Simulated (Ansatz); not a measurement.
Calculation for Zr (bcc type): DFT, PBEsol, all-electron LAPW, scalar-relativistic (Ansatz 0.2.0).

The cell comes from a relaxation on PAW files under the same functional, begun from a prototype that needn't be the stable phase.

Command: `ansatz run input.yaml --threads 1 --pin off --max-ram 2048MiB --backend cpu --events-out ev --progress --plain --runs-dir out` It took 6.1 s on 1 thread of Intel(R) Xeon(R) 6975P-C (Granite Rapids), on a shared host, peak memory 0.34 GiB.

```yaml
crystal:
  lattice:
    - [-1.7613172132, 1.7613172132, 1.7613172132]
    - [1.7613172132, -1.7613172132, 1.7613172132]
    - [1.7613172132, 1.7613172132, -1.7613172132]
  atoms:
    - { symbol: Zr, position: [0.0, 0.0, 0.0] }
kpoints:
  mp_grid: { grid: [15, 15, 15] }
  band_path:
    path:
      - [0.0, 0.0, 0.0]
      - [0.5, -0.5, 0.5]
      - [0.0, 0.0, 0.5]
      - [0.0, 0.0, 0.0]
      - [0.25, 0.25, 0.25]
      - [0.5, -0.5, 0.5]
      - [0.25, 0.25, 0.25]
      - [0.0, 0.0, 0.5]
    npoints: 14
scf:
  occupations: { method: fermi_dirac, width: 0.08 }
hamiltonian:
  xc: pbesol
  pseudopotentials: { kind: all_electron, lapw: { basis_error: 0.001 } }
output:
  forces: true
  stress: true
  eigenvalues: true
  populations: true
  dos: { projected: true, de: 0.2, e_range: [-14, 8] }
```

Output:

```
Zr: projections on atomic orbitals take those of the free atom 1s2 2s2 2p6 3s2 3p6 3d10 4s2 4p6 4d2 5s2, of charge +0.00 (hamiltonian.pseudopotentials.projection_atoms)
LAPW: plane waves up to 7.022 Å⁻¹, error target 1.0e-3 eV per atom; small_component_spin mean_spin; Zr in spheres of 1.525 Å, 28 of its electrons in bands, Dirac shells [] (how accurate: hamiltonian.pseudopotentials.lapw.basis_error, Limitations)
Engine: ansatz 0.2.0
Pseudopotentials: kind: all_electron
Pseudopotential: Zr, LAPW, valence charge 28, lapw/all_electron/scalar/gaussian/Zr, Koelling and Harmon's equation, gaussian nucleus
Functional definition: PBEsol
  exchange = pbesol_x
  correlation = pbesol_c
Crystal: 1 atoms, lattice volume = 21.856 Å³
Basis set: ecut = 187.85200926887433 eV, 135 PW (Γ), exchange–correlation at level 2
Bands: 18, of which v1, the nominal top of the filled ones, is band 14 counted from 1 (13 counted from 0)
Symmetry: 48 space group operations
Space group: Im-3m (ITA 229), of the structure as read, at distance tolerance 2.8e-5 Å
k-points: 120 of 3375
Non-local potential: Zr, projectors of the file, none
Initial density: superposition of atomic densities (chi_scale 0.1, normalization cell)
Initial wavefunctions: plane waves of lowest kinetic energy (no species holds an atomic orbital)
Functional: x = pbesol(κ = 0.804, μ = 0.12345679012345678), c = pbesol(β = 0.046)
iter 1 solved again at ethr=1.19e-4 eV; its pass at ethr=1.00e-1 eV (dr2=3.34e-2 eV) is discarded
SCF iter   1: F=—  HF=-97871.948295 eV  |F-HF|=—  |Δ(HF+E_count)|=         —  Δρ=1.35e-2  dr2=3.39e-2  ethr=1.19e-4  ⟨swp⟩=3.0  Hψ=14052  notcnv=0
preconditioner: auto → Kerker (q_TF=auto, 2.843 Å⁻¹)  [metal: Δε(μ)=0.024 eV  Ē_g=5.396 eV  σ=0.080 eV  W_gap=0.07  n_scr=12 (ndim 8)  ℏωp=15.9 eV  f_vac=0.000  D(μ)=1.81/eV (n_scr^D=18)]
SCF iter   2: F=—  HF=-97871.882999 eV  |F-HF|=—  |Δ(HF+E_count)|=   6.53e-2  Δρ=6.69e-3  dr2=9.72e-3  ethr=1.19e-4  ⟨swp⟩=2.0  Hψ=6497  notcnv=0
SCF iter   3: F=—  HF=-97871.879930 eV  |F-HF|=—  |Δ(HF+E_count)|=   3.07e-3  Δρ=3.71e-3  dr2=3.48e-3  ethr=3.47e-5  ⟨swp⟩=2.0  Hψ=6430  notcnv=0
SCF iter   4: F=—  HF=-97871.879967 eV  |F-HF|=—  |Δ(HF+E_count)|=   3.74e-5  Δρ=1.45e-3  dr2=6.32e-4  ethr=1.24e-5  ⟨swp⟩=2.0  Hψ=6428  notcnv=0
iter 5 solved again at ethr=1.00e-7 eV; its pass at ethr=2.26e-6 eV (dr2=2.80e-5 eV) is discarded
SCF iter   5: F=—  HF=-97871.879994 eV  |F-HF|=—  |Δ(HF+E_count)|=   2.67e-5  Δρ=3.55e-4  dr2=2.80e-5  ethr=1.00e-7  ⟨swp⟩=2.0  Hψ=10820  notcnv=0
SCF iter   6: F=—  HF=-97871.879993 eV  |F-HF|=—  |Δ(HF+E_count)|=   4.47e-7  Δρ=8.89e-5  dr2=1.28e-6  ethr=1.00e-7  ⟨swp⟩=2.0  Hψ=6430  notcnv=0
SCF iter   7: F=-97871.879993 eV  HF=-97871.879993 eV  |F-HF|=1.30e-9  |Δ(HF+E_count)|=   5.47e-8  Δρ=7.88e-6  dr2=7.85e-9  ethr=4.58e-9  ⟨swp⟩=2.0  Hψ=6430  notcnv=0
SCF 1 converged in 7 iterations: F = -97871.879993 eV  dr2 = 7.85e-9
NSCF: frozen V_eff on 99 k-points
SCF converged after 7 iterations
Free energy (F): -97871.879993 eV
Harris-Foulkes:  -97871.879993 eV  (|F-HF|=1.30e-9)
Internal energy: -97871.842340 eV  (E = F + TS)
E sigma→0 (E₀):  -97871.861167 eV
Entropy (-TS):   -0.037653 eV (-37.653 meV/atom)
Fermi energy:    16.501373 eV
--- Per-component energies (eV) ---
  E_band       = -3342.686536
  E_kinetic    = 101083.836641
  E_xc         = -3055.595675
  E_electrostatic = -195900.083305  (all electrons and nuclei)
  E_smearing   = -0.037653  (= −TS)
  E_closure    = 0.000000  (closes the sum)
  E_atoms      = -97864.084092  (free atoms, spherical and without spin; not in F)
  Σ components = -97871.879993   (vs F -97871.879993, Δ=0.00e0)
  Basis errors (estimates in eV, not in F): energy 1.8e-4 per atom: plane waves 1.6e-4 (8.1e-5 summed), levels above the bands 2.0e-47, relativity 1.8e-8, radial functions 2.8e-5, core shells 5.5e-8; eigenvalues (radial functions only) 9.6e-7; not estimated: angular momenta, meshes, grids; target (lapw.basis_error) 1.0e-3; muffin-tin radii Zr 1.525 Å
--- Forces (eV/Å), atoms counted from 1 ---
  atom   1  Zr    -0.00000000    -0.00000000     0.00000000
  max |Σ_I F_I| component: 8.87e-31 eV/Å
--- Stress (GPa, compression-positive) ---
        0.026908       0.000000      -0.000000
        0.000000       0.026908      -0.000000
       -0.000000      -0.000000       0.026908
  P = ⅓ Tr σ = 0.0269 GPa (0.269 kbar)
--- Band table (eV; the first three rows and the last of 120) ---
  k-point 0: bands = ["-294.1968", "-294.1968", "-294.1968", "-151.6213", "-151.6213", "-151.6182", "-151.6182", "-151.6182", "-31.7476", "-9.1849", "-9.1849", "-9.1849", "11.0383", "17.6570", "17.6570", "17.6570", "20.3188", "20.3188"]
  k-point 1: bands = ["-294.1968", "-294.1968", "-294.1968", "-151.6213", "-151.6213", "-151.6182", "-151.6182", "-151.6182", "-31.7392", "-9.2407", "-9.2016", "-9.1853", "11.2018", "17.5457", "17.6206", "17.8162", "20.1414", "20.3160"]
  k-point 2: bands = ["-294.1968", "-294.1968", "-294.1968", "-151.6213", "-151.6213", "-151.6182", "-151.6182", "-151.6182", "-31.7154", "-9.3960", "-9.2486", "-9.1867", "11.6643", "17.2509", "17.4603", "18.2863", "19.8353", "20.3223"]
  k-point 119: bands = ["-294.1968", "-294.1968", "-294.1968", "-151.6213", "-151.6213", "-151.6182", "-151.6182", "-151.6182", "-31.4130", "-9.9970", "-9.9866", "-9.9866", "13.7501", "13.7727", "22.1140", "22.1140", "22.5067", "24.1666"]
--- Löwdin populations: 1 site ---
  site symbol       q [e]
     0     Zr     39.9527
  spilling = 0.001184 (of n_electrons = 40.000000)
```

populations.tsv:

```
# site	symbol	l	j	q
# orbitals = lowdin
# n_electrons = 40.000000
# spilling = 0.001184
# projection_atom_Zr: 1s2 2s2 2p6 3s2 3p6 3d10 4s2 4p6 4d2 5s2
0	Zr	0_1S	-	1.999996
0	Zr	0_2S	-	1.999839
0	Zr	0_3S	-	1.997031
0	Zr	0_4S	-	1.946133
0	Zr	0_5S	-	0.745041
0	Zr	1_2P	-	5.999999
0	Zr	1_3P	-	5.999848
0	Zr	1_4P	-	5.963678
0	Zr	2_3D	-	9.999971
0	Zr	2_4D	-	3.301118
```

Next run (volume at 0.95 of the series' base cell), as changes to the input before:

```diff
   lattice:
-    - [-1.7613172132, 1.7613172132, 1.7613172132]
-    - [1.7613172132, -1.7613172132, 1.7613172132]
-    - [1.7613172132, 1.7613172132, -1.7613172132]
+    - [-1.7314586108, 1.7314586108, 1.7314586108]
+    - [1.7314586108, -1.7314586108, 1.7314586108]
+    - [1.7314586108, 1.7314586108, -1.7314586108]
   atoms:
   mp_grid: { grid: [15, 15, 15] }
-  band_path:
-    path:
-      - [0.0, 0.0, 0.0]
-      - [0.5, -0.5, 0.5]
-      - [0.0, 0.0, 0.5]
-      - [0.0, 0.0, 0.0]
-      - [0.25, 0.25, 0.25]
-      - [0.5, -0.5, 0.5]
-      - [0.25, 0.25, 0.25]
-      - [0.0, 0.0, 0.5]
-    npoints: 14
 scf:
   populations: true
-  dos: { projected: true, de: 0.2, e_range: [-14, 8] }
```

Command: `ansatz run input.yaml --threads 1 --pin off --max-ram 2048MiB --backend cpu --events-out ev --progress --plain --runs-dir out` It took 4.9 s on 1 thread of Intel(R) Xeon(R) 6975P-C (Granite Rapids), with other jobs on the host, peak memory 0.33 GiB.

Results part of the output:

```
SCF 1 converged in 7 iterations: F = -97871.863246 eV  dr2 = 4.88e-9
SCF converged after 7 iterations
Free energy (F): -97871.863246 eV
Harris-Foulkes:  -97871.863246 eV  (|F-HF|=1.19e-9)
Internal energy: -97871.829534 eV  (E = F + TS)
E sigma→0 (E₀):  -97871.846390 eV
Entropy (-TS):   -0.033712 eV (-33.712 meV/atom)
Fermi energy:    17.495724 eV
--- Per-component energies (eV) ---
  E_band       = -3311.622893
  E_kinetic    = 101085.697605
  E_xc         = -3056.308129
  E_electrostatic = -195901.219009  (all electrons and nuclei)
  E_smearing   = -0.033712  (= −TS)
  E_closure    = 0.000000  (closes the sum)
  E_atoms      = -97864.084092  (free atoms, spherical and without spin; not in F)
  Σ components = -97871.863246   (vs F -97871.863246, Δ=0.00e0)
  Basis errors (estimates in eV, not in F): energy 1.9e-4 per atom: plane waves 1.6e-4 (8.4e-5 summed), levels above the bands 6.9e-50, relativity 1.4e-8, radial functions 2.8e-5, core shells 9.3e-8; eigenvalues (radial functions only) 9.9e-7; not estimated: angular momenta, meshes, grids; target (lapw.basis_error) 1.0e-3; muffin-tin radii Zr 1.499 Å
--- Forces (eV/Å), atoms counted from 1 ---
  atom   1  Zr    -0.00000000     0.00000000    -0.00000000
  max |Σ_I F_I| component: 1.04e-30 eV/Å
--- Stress (GPa, compression-positive) ---
        5.051295      -0.000000      -0.000000
       -0.000000       5.051295       0.000000
       -0.000000       0.000000       5.051295
  P = ⅓ Tr σ = 5.0513 GPa (50.513 kbar)
--- Band table (eV; the first three rows and the last of 120) ---
  k-point 0: bands = ["-293.0339", "-293.0339", "-293.0339", "-150.4573", "-150.4573", "-150.4541", "-150.4541", "-150.4541", "-30.6739", "-8.0127", "-8.0127", "-8.0127", "11.9674", "18.6647", "18.6647", "18.6647", "21.4740", "21.4740"]
  k-point 1: bands = ["-293.0339", "-293.0339", "-293.0339", "-150.4573", "-150.4573", "-150.4541", "-150.4541", "-150.4541", "-30.6636", "-8.0786", "-8.0322", "-8.0133", "12.1413", "18.5447", "18.6255", "18.8346", "21.2791", "21.4697"]
  k-point 2: bands = ["-293.0339", "-293.0339", "-293.0339", "-150.4573", "-150.4573", "-150.4541", "-150.4541", "-150.4541", "-30.6344", "-8.2617", "-8.0869", "-8.0152", "12.6300", "18.2281", "18.4539", "19.3361", "20.9494", "21.4736"]
  k-point 119: bands = ["-293.0339", "-293.0339", "-293.0339", "-150.4573", "-150.4573", "-150.4541", "-150.4541", "-150.4541", "-30.2644", "-8.9566", "-8.9441", "-8.9441", "14.4991", "14.5273", "23.4260", "23.4260", "23.8434", "25.5794"]
--- Löwdin populations: 1 site ---
  site symbol       q [e]
     0     Zr     39.9592
  spilling = 0.001019 (of n_electrons = 40.000000)
```

Next run (volume at 0.85 of the series' base cell), as changes to the input before:

```diff
   lattice:
-    - [-1.7314586108, 1.7314586108, 1.7314586108]
-    - [1.7314586108, -1.7314586108, 1.7314586108]
-    - [1.7314586108, 1.7314586108, -1.7314586108]
+    - [-1.6684398517, 1.6684398517, 1.6684398517]
+    - [1.6684398517, -1.6684398517, 1.6684398517]
+    - [1.6684398517, 1.6684398517, -1.6684398517]
   atoms:
```

Command: `ansatz run input.yaml --threads 1 --pin off --max-ram 2048MiB --backend cpu --events-out ev --progress --plain --runs-dir out` It took 4.8 s on 1 thread of Intel(R) Xeon(R) 6975P-C (Granite Rapids), on a shared host, peak memory 0.33 GiB.

Results part of the output:

```
SCF 1 converged in 7 iterations: F = -97871.705780 eV  dr2 = 1.22e-9
SCF converged after 7 iterations
Free energy (F): -97871.705780 eV
Harris-Foulkes:  -97871.705780 eV  (|F-HF|=1.89e-10)
Internal energy: -97871.681962 eV  (E = F + TS)
E sigma→0 (E₀):  -97871.693871 eV
Entropy (-TS):   -0.023818 eV (-23.818 meV/atom)
Fermi energy:    19.793679 eV
--- Per-component energies (eV) ---
  E_band       = -3240.519810
  E_kinetic    = 101090.069387
  E_xc         = -3057.956398
  E_electrostatic = -195903.794952  (all electrons and nuclei)
  E_smearing   = -0.023818  (= −TS)
  E_closure    = 0.000000  (closes the sum)
  E_atoms      = -97864.084092  (free atoms, spherical and without spin; not in F)
  Σ components = -97871.705780   (vs F -97871.705780, Δ=0.00e0)
  Basis errors (estimates in eV, not in F): energy 2.0e-4 per atom: plane waves 1.7e-4 (9.0e-5 summed), levels above the bands 8.1e-56, relativity 4.6e-9, radial functions 2.6e-5, core shells 2.8e-7; eigenvalues (radial functions only) 1.1e-6; not estimated: angular momenta, meshes, grids; target (lapw.basis_error) 1.0e-3; muffin-tin radii Zr 1.445 Å
--- Forces (eV/Å), atoms counted from 1 ---
  atom   1  Zr    -0.00000000     0.00000000    -0.00000000
  max |Σ_I F_I| component: 1.05e-30 eV/Å
--- Stress (GPa, compression-positive) ---
       19.175946       0.000000       0.000000
        0.000000      19.175946       0.000000
        0.000000       0.000000      19.175946
  P = ⅓ Tr σ = 19.1759 GPa (191.759 kbar)
--- Band table (eV; the first three rows and the last of 120) ---
  k-point 0: bands = ["-290.3743", "-290.3743", "-290.3743", "-147.7953", "-147.7953", "-147.7917", "-147.7917", "-147.7917", "-28.2538", "-5.3104", "-5.3104", "-5.3104", "14.2085", "20.9873", "20.9873", "20.9873", "24.1336", "24.1336"]
  k-point 1: bands = ["-290.3743", "-290.3743", "-290.3743", "-147.7953", "-147.7953", "-147.7917", "-147.7917", "-147.7917", "-28.2381", "-5.4039", "-5.3374", "-5.3116", "14.4081", "20.8467", "20.9421", "21.1828", "23.8954", "24.1248"]
  k-point 2: bands = ["-290.3743", "-290.3743", "-290.3743", "-147.7953", "-147.7953", "-147.7917", "-147.7917", "-147.7917", "-28.1935", "-5.6621", "-5.4128", "-5.3150", "14.9594", "20.4785", "20.7467", "21.7595", "23.5109", "24.1214"]
  k-point 119: bands = ["-290.3743", "-290.3743", "-290.3743", "-147.7953", "-147.7953", "-147.7916", "-147.7916", "-147.7916", "-27.6284", "-6.6018", "-6.5837", "-6.5837", "16.2219", "16.2645", "26.4727", "26.4727", "26.9388", "28.8941"]
--- Löwdin populations: 1 site ---
  site symbol       q [e]
     0     Zr     39.9696
  spilling = 0.000761 (of n_electrons = 40.000000)
```

Next run (volume at 0.75 of the series' base cell), as changes to the input before:

```diff
   lattice:
-    - [-1.6684398517, 1.6684398517, 1.6684398517]
-    - [1.6684398517, -1.6684398517, 1.6684398517]
-    - [1.6684398517, 1.6684398517, -1.6684398517]
+    - [-1.6002628893, 1.6002628893, 1.6002628893]
+    - [1.6002628893, -1.6002628893, 1.6002628893]
+    - [1.6002628893, 1.6002628893, -1.6002628893]
   atoms:
```

Command: `ansatz run input.yaml --threads 1 --pin off --max-ram 2048MiB --backend cpu --events-out ev --progress --plain --runs-dir out` It took 5 s on 1 thread of Intel(R) Xeon(R) 6975P-C (Granite Rapids) (shared host), peak memory 0.33 GiB.

Results part of the output:

```
SCF 1 converged in 7 iterations: F = -97871.298034 eV  dr2 = 2.95e-10
SCF converged after 7 iterations
Free energy (F): -97871.298034 eV
Harris-Foulkes:  -97871.298034 eV  (|F-HF|=1.60e-10)
Internal energy: -97871.279571 eV  (E = F + TS)
E sigma→0 (E₀):  -97871.288802 eV
Entropy (-TS):   -0.018463 eV (-18.463 meV/atom)
Fermi energy:    22.624323 eV
--- Per-component energies (eV) ---
  E_band       = -3153.914215
  E_kinetic    = 101095.753472
  E_xc         = -3060.001278
  E_electrostatic = -195907.031764  (all electrons and nuclei)
  E_smearing   = -0.018463  (= −TS)
  E_closure    = 0.000000  (closes the sum)
  E_atoms      = -97864.084092  (free atoms, spherical and without spin; not in F)
  Σ components = -97871.298034   (vs F -97871.298034, Δ=0.00e0)
  Basis errors (estimates in eV, not in F): energy 2.1e-4 per atom: plane waves 1.8e-4 (9.7e-5 summed), levels above the bands 3.1e-63, relativity 6.0e-9, radial functions 2.4e-5, core shells 9.3e-7; eigenvalues (radial functions only) 1.4e-6; not estimated: angular momenta, meshes, grids; target (lapw.basis_error) 1.0e-3; muffin-tin radii Zr 1.386 Å
--- Forces (eV/Å), atoms counted from 1 ---
  atom   1  Zr    -0.00000000     0.00000000    -0.00000000
  max |Σ_I F_I| component: 1.51e-30 eV/Å
--- Stress (GPa, compression-positive) ---
       42.344524       0.000000      -0.000000
        0.000000      42.344524      -0.000000
       -0.000000      -0.000000      42.344524
  P = ⅓ Tr σ = 42.3445 GPa (423.445 kbar)
--- Band table (eV; the first three rows and the last of 120) ---
  k-point 0: bands = ["-287.1380", "-287.1380", "-287.1380", "-144.5556", "-144.5556", "-144.5517", "-144.5517", "-144.5517", "-25.3864", "-1.9818", "-1.9818", "-1.9818", "17.1576", "23.8445", "23.8445", "23.8445", "27.3999", "27.3999"]
  k-point 1: bands = ["-287.1380", "-287.1380", "-287.1380", "-144.5556", "-144.5556", "-144.5517", "-144.5517", "-144.5517", "-25.3620", "-2.1173", "-2.0200", "-1.9839", "17.3918", "23.6773", "23.7927", "24.0734", "27.1033", "27.3838"]
  k-point 2: bands = ["-287.1380", "-287.1380", "-287.1380", "-144.5556", "-144.5556", "-144.5517", "-144.5517", "-144.5517", "-25.2924", "-2.4889", "-2.1266", "-1.9901", "18.0220", "23.2435", "23.5747", "24.7475", "26.6508", "27.3677"]
  k-point 119: bands = ["-287.1380", "-287.1380", "-287.1380", "-144.5556", "-144.5556", "-144.5516", "-144.5516", "-144.5516", "-24.4031", "-3.7833", "-3.7565", "-3.7565", "18.3365", "18.3993", "30.2595", "30.2595", "30.7697", "33.0682"]
--- Löwdin populations: 1 site ---
  site symbol       q [e]
     0     Zr     39.9748
  spilling = 0.000630 (of n_electrons = 40.000000)
```

Next run (volume at 0.65 of the series' base cell), as changes to the input before:

```diff
   lattice:
-    - [-1.6002628893, 1.6002628893, 1.6002628893]
-    - [1.6002628893, -1.6002628893, 1.6002628893]
-    - [1.6002628893, 1.6002628893, -1.6002628893]
+    - [-1.525721847, 1.525721847, 1.525721847]
+    - [1.525721847, -1.525721847, 1.525721847]
+    - [1.525721847, 1.525721847, -1.525721847]
   atoms:
   mp_grid: { grid: [15, 15, 15] }
+  band_path:
+    path:
+      - [0.0, 0.0, 0.0]
+      - [0.5, -0.5, 0.5]
+      - [0.0, 0.0, 0.5]
+      - [0.0, 0.0, 0.0]
+      - [0.25, 0.25, 0.25]
+      - [0.5, -0.5, 0.5]
+      - [0.25, 0.25, 0.25]
+      - [0.0, 0.0, 0.5]
+    npoints: 8
 scf:
   populations: true
+  dos: { projected: true, de: 0.2, e_range: [-14, 8] }
```

Results part of the output:

```
SCF 1 converged in 7 iterations: F = -97870.484959 eV  dr2 = 1.35e-9
NSCF: frozen V_eff on 57 k-points
SCF converged after 7 iterations
Free energy (F): -97870.484959 eV
Harris-Foulkes:  -97870.484959 eV  (|F-HF|=6.26e-10)
Internal energy: -97870.474409 eV  (E = F + TS)
E sigma→0 (E₀):  -97870.479684 eV
Entropy (-TS):   -0.010550 eV (-10.550 meV/atom)
Fermi energy:    26.352757 eV
--- Per-component energies (eV) ---
  E_band       = -3785.236155
  E_kinetic    = 101102.975986
  E_xc         = -3062.626002
  E_electrostatic = -195910.824393  (all electrons and nuclei)
  E_smearing   = -0.010550  (= −TS)
  E_closure    = 0.000000  (closes the sum)
  E_atoms      = -97864.084092  (free atoms, spherical and without spin; not in F)
  Σ components = -97870.484959   (vs F -97870.484959, Δ=0.00e0)
  Basis errors (estimates in eV, not in F): energy 2.2e-4 per atom: plane waves 2.0e-4 (1.1e-4 summed), levels above the bands 4.5e-66, relativity 9.7e-9, radial functions 2.1e-5, core shells 1.8e-13; eigenvalues (radial functions only) 2.0e-6; not estimated: angular momenta, meshes, grids; target (lapw.basis_error) 1.0e-3; muffin-tin radii Zr 1.321 Å
--- Forces (eV/Å), atoms counted from 1 ---
  atom   1  Zr    -0.00000000    -0.00000000     0.00000000
  max |Σ_I F_I| component: 1.38e-30 eV/Å
--- Stress (GPa, compression-positive) ---
       80.308623       0.000000       0.000000
        0.000000      80.308623       0.000000
        0.000000       0.000000      80.308623
  P = ⅓ Tr σ = 80.3086 GPa (803.086 kbar)
--- Band table (eV; the first three rows and the last of 120) ---
  k-point 0: bands = ["-369.9546", "-283.0845", "-283.0845", "-283.0845", "-140.4970", "-140.4970", "-140.4930", "-140.4930", "-140.4930", "-21.9229", "2.2602", "2.2602", "2.2602", "21.1949", "27.4711", "27.4711", "27.4711", "31.5332", "31.5332"]
  k-point 1: bands = ["-369.9546", "-283.0845", "-283.0845", "-283.0845", "-140.4970", "-140.4970", "-140.4930", "-140.4930", "-140.4930", "-21.8842", "2.0592", "2.2041", "2.2562", "21.4770", "27.2682", "27.4126", "27.7454", "31.1541", "31.5046"]
  k-point 2: bands = ["-369.9546", "-283.0845", "-283.0845", "-283.0845", "-140.4970", "-140.4970", "-140.4930", "-140.4930", "-140.4930", "-21.7732", "1.5128", "2.0486", "2.2450", "22.2001", "26.7475", "27.1828", "28.5507", "30.6161", "31.4658"]
  k-point 119: bands = ["-369.9546", "-283.0845", "-283.0845", "-283.0845", "-140.4971", "-140.4971", "-140.4928", "-140.4928", "-140.4928", "-20.3230", "-0.3132", "-0.2729", "-0.2729", "21.0108", "21.1029", "35.1149", "35.1149", "35.6615", "38.4746"]
--- Löwdin populations: 1 site ---
  site symbol       q [e]
     0     Zr     39.9757
  spilling = 0.000607 (of n_electrons = 40.000000)
```
